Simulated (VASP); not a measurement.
# CdS (Fm-3m) in VASP: reference runs

Aim: a first look at CdS with PBE, on the cell as given and on a disturbed one, and energy against volume gives the equilibrium volume and stiffness.

Everything below comes from runs of VASP 6.6.1. Logs are shortened: lines on timing, memory, paths and dates and some standing lists are left out, and cuts for length are marked.

### Step 1. The structure

Symmetry: Fm-3m, No. 225, cubic system. Conventional cell: a = 5.506 Å, b = 5.506 Å, c = 5.506 Å, α = 90.00°, β = 90.00°, γ = 90.00°. Around Cd (site symmetry m-3m) lie 6 S at 2.75 Å. S (site symmetry m-3m) has 6 Cd at 2.75 Å as nearest neighbours.

Measurements of this composition are mostly on another form, of space group No. 186.

### Step 2. Single point, PBE

Input file INCAR:

```
SYSTEM = CdS
PREC = Accurate
ENCUT = 520
EDIFF = 1E-7
ISMEAR = -1
SIGMA = 0.05
LREAL = .False.
LASPH = .True.
NELM = 80
ALGO = Normal
ISIF = 2
LWAVE = .False.
LCHARG = .False.
GGA = PE
NBANDS = 16
```

Input file KPOINTS:

```
regular mesh
0
Gamma
  8 8 8
  0 0 0
```

Input file POSCAR:

```
CdS
1.0
    0.0000000000      2.7532440000      2.7532440000
    2.7532440000      0.0000000000      2.7532440000
    2.7532440000      2.7532440000      0.0000000000
Cd S
1 1
Direct
    0.0000000000      0.0000000000      0.0000000000
    0.5000000000      0.5000000000      0.5000000000
```

Potentials or basis: VASP PAW PBE potentials, release 64 (Cd, S).

Launch:

```console
> cat potpaw_PBE.64/Cd/POTCAR potpaw_PBE.64/S/POTCAR > POTCAR
> mpirun -np 1 vasp_std > vasp.out
```

OUTCAR:

```text
SYSTEM = CdS
   PREC = Accurate
   ENCUT = 520
   EDIFF = 1E-7
   ISMEAR = -1
   LREAL = .False.
   LASPH = .True.
   NELM = 80
   ISIF = 2
   GGA = PE

 ion  position               nearest neighbor table
   1  0.000  0.000  0.000-   2 2.75   2 2.75   2 2.75   2 2.75   2 2.75   2 2.75
   2  0.500  0.500  0.500-   1 2.75   1 2.75   1 2.75   1 2.75   1 2.75   1 2.75

  LATTYP: Found a face centered cubic cell.
 ALAT       =     5.5064880000

  Lattice vectors:

 A1 = (   0.0000000000,   2.7532440000,   2.7532440000)
 A2 = (   2.7532440000,   0.0000000000,   2.7532440000)
 A3 = (   2.7532440000,   2.7532440000,   0.0000000000)

Analysis of symmetry for initial positions (statically):
=====================================================================
 Subroutine PRICEL returns:
 Original cell was already a primitive cell.

 Routine SETGRP: Setting up the symmetry group for a
 face centered cubic supercell.

 Subroutine GETGRP returns: Found 48 space group operations
 (whereof 48 operations were pure point group operations)
 out of a pool of 48 trial point group operations.

The static configuration has the point symmetry O_h .

Analysis of symmetry for dynamics (positions and initial velocities):
=====================================================================
 Subroutine PRICEL returns:
 Original cell was already a primitive cell.

 Routine SETGRP: Setting up the symmetry group for a
 face centered cubic supercell.

 Subroutine GETGRP returns: Found 48 space group operations
 (whereof 48 operations were pure point group operations)
 out of a pool of 48 trial point group operations.

The dynamic configuration has the point symmetry O_h .

 Subroutine INISYM returns: Found 48 space group operations
 (whereof 48 operations are pure point group operations),
 and found     1 'primitive' translations

----------------------------------------------------------------------------------------

                                     Primitive cell

  volume of cell :      41.7411

  direct lattice vectors                    reciprocal lattice vectors
     0.000000000  2.753244000  2.753244000    -0.181603955  0.181603955  0.181603955
     2.753244000  0.000000000  2.753244000     0.181603955 -0.181603955  0.181603955
     2.753244000  2.753244000  0.000000000     0.181603955  0.181603955 -0.181603955

  length of vectors
[... 85 lines left out ...]
   NELM   =     80;   NELMIN=  2; NELMDL= -5     # of ELM steps
   EDIFF  = 0.1E-06   stopping-criterion for ELM
   LREAL  =      F    real-space projection
   EDIFFG = 0.1E-05   stopping-criterion for IOM
   NSW    =      0    number of steps for IOM
   IBRION =     -1    ionic relax: 0-MD 1-quasi-New 2-CG
   NFREE  =      0    steps in history (QN), initial steepest desc. (CG)
   ISIF   =      2    stress and relaxation
   ISYM   =      2    0-nonsym 1-usesym 2-fastsym
   POTIM  = 0.5000    time-step for ionic-motion
   TEBEG  =    0.0;   TEEND  =   0.0 temperature during run
   PSTRESS=    0.0 pullay stress
   NELECT =      18.0000    total number of electrons
   NUPDOWN=      -1.0000    fix difference up-down
   EMIN   =  10.00;   EMAX   =-10.00  energy-range for DOS
   EFERMI =   0.00;   METHOD = LEGACY
   ISMEAR =    -1;   SIGMA  =   0.05  broadening in eV -4-tet -1-fermi 0-gaus
   EFERMI_NEDOS =   21; number of points for ismear=-14 and -15
   IALGO  =     38    algorithm
   IMIX   =      4    mixing-type and parameters
     AMIX     =   0.40;   BMIX     =  1.00
     AMIX_MAG =   1.60;   BMIX_MAG =  1.00
  volume/ion in A,a.u.               =      20.87       140.84
  Fermi-wavevector in a.u.,A,eV,Ry     =   1.236833  2.337275 20.813583  1.529755
  Thomas-Fermi vector in A             =   2.371425
   LORBIT       =      0    0 simple, 1 ext, 2 COOP (PROOUT), +10 PAW based schemes
   GGA     = PE    functional components
   LHFCALC =     F    Hartree Fock is set to
   AEXX    =    0.0000 exact exchange contribution
   IVDW    =     0    specifies the selected vdW correction
   LEPSILON=     F    determine dielectric tensor
   LRPA    =     F    only Hartree local field effects (RPA)
 non-spin polarized calculation
  energy-cutoff  :      520.00
  volume of cell :       41.74
 maximum number of plane-waves:      1158
 NGX is ok and might be reduce to    30
   NGX = 15   NGY = 15   NGZ = 15

 number of electron      18.0000005 magnetization

 Free energy of the ion-electron system (eV)
  ---------------------------------------------------
  ext. energy  EPLUGINS =         0.00000000
  ---------------------------------------------------
  free energy    TOTEN  =        -5.87689602 eV

  energy without entropy =       -5.87584073  energy(sigma->0) =       -5.87636838

 E-fermi :   2.9078     XC(G=0): -10.3035

 val. band max:        2.7109956588   @ k =   0.5000   0.0000   0.0000
 cond. band min:       2.9681013883   @ k =   0.5000   0.5000   0.0000
 fundamental gap:      0.2571057295
 Fermi energy:         2.9078199841

 k-point     1 :       0.0000    0.0000    0.0000
  band No.  band energies     occupation
      1      -9.9481      2.00000
      2      -4.8575      2.00000
      3      -4.8575      2.00000
      4      -4.8575      2.00000
      5      -4.8572      2.00000
      6      -4.8572      2.00000
[... 528 lines left out ...]
      3      -4.8524      2.00000
      4      -4.8524      2.00000
      5      -4.6008      2.00000
      6      -4.1338      2.00000
[... 8 lines left out ...]
     15      15.5700      0.00000
     16      17.3194      0.00000

------------------------ aborting loop because EDIFF is reached ----------------------------------------

  FORCE on cell =-STRESS in cart. coord.  units (eV):
  Direction    XX          YY          ZZ          XY          YZ          ZX
  --------------------------------------------------------------------------------------
  -------------------------------------------------------------------------------------
  Total       -0.0186663     -0.0186663     -0.0186663     -0.0000000     -0.0000000      0.0000000
  in kB       -0.7164825     -0.7164825     -0.7164825     -0.0000000     -0.0000000      0.0000000
  external PRESSURE =      -0.7164825 kB  Pullay stress =       0.0000000 kB

 VOLUME and BASIS-vectors are now :
 -----------------------------------------------------------------------------
  energy-cutoff  :      520.00
  volume of cell :       41.74
      direct lattice vectors                 reciprocal lattice vectors
     0.000000000  2.753244000  2.753244000    -0.181603955  0.181603955  0.181603955
     2.753244000  0.000000000  2.753244000     0.181603955 -0.181603955  0.181603955
     2.753244000  2.753244000  0.000000000     0.181603955  0.181603955 -0.181603955

 POSITION                                       TOTAL-FORCE (eV/Angst)
 -----------------------------------------------------------------------------------
      0.00000      0.00000      0.00000        -0.000000      0.000000     -0.000000
      2.75324      2.75324      2.75324         0.000000     -0.000000      0.000000
 -----------------------------------------------------------------------------------
    total drift:                               -0.000000      0.000000      0.000000

  FREE ENERGIE OF THE ION-ELECTRON SYSTEM (eV)
  ---------------------------------------------------
  free  energy   TOTEN  =        -5.8768960242 eV

  energy  without entropy=       -5.8758407302  energy(sigma->0) =       -5.87636838
```

stdout:

```text
POSCAR found type information on POSCAR CdS
 POSCAR found :  2 types and       2 ions
 scaLAPACK will be used
 LDA part: xc-table for (Slater+PW92), standard interpolation
 POSCAR, INCAR and KPOINTS ok, starting setup
 FFT: planning ... GRIDC
 FFT: planning ... GRID_SOFT
 FFT: planning ... GRID
 WAVECAR not read
 entering main loop
```

Wall time 14 s (1 thread of Intel Xeon Platinum 8488C (Sapphire Rapids), shared host); peak memory 0.16 GiB.

Results:

```yaml
Free_energy: -5.8769 eV
Pressure: -0.1 GPa
Band_gap_on_the_k_mesh: 0.26 eV, indirect (least direct gap 1.53 eV)
```

Levels at points of the mesh, in eV from the valence-band top:
| k point | band 6 | band 7 | band 8 | band 9 | band 10 | band 11 | band 12 | band 13 |
| --- | --- | --- | --- | --- | --- | --- | --- | --- |
| (0.00, 0.00, 0.00) | -7.57 | -0.70 | -0.70 | -0.70 | 0.83 | 9.23 | 9.23 | 9.23 |
| (0.50, 0.00, 0.00) | -7.37 | -4.75 | 0.00 | 0.00 | 3.54 | 5.93 | 5.93 | 6.66 |
| (0.50, 0.50, 0.00) | -6.67 | -4.10 | -2.05 | -2.05 | 0.26 | 6.08 | 9.74 | 11.13 |

A k mesh can miss the band edges. Expect the measured gap to be larger: semilocal functionals such as PBE lack the derivative discontinuity.

(Part 1 of 2 ends here.)
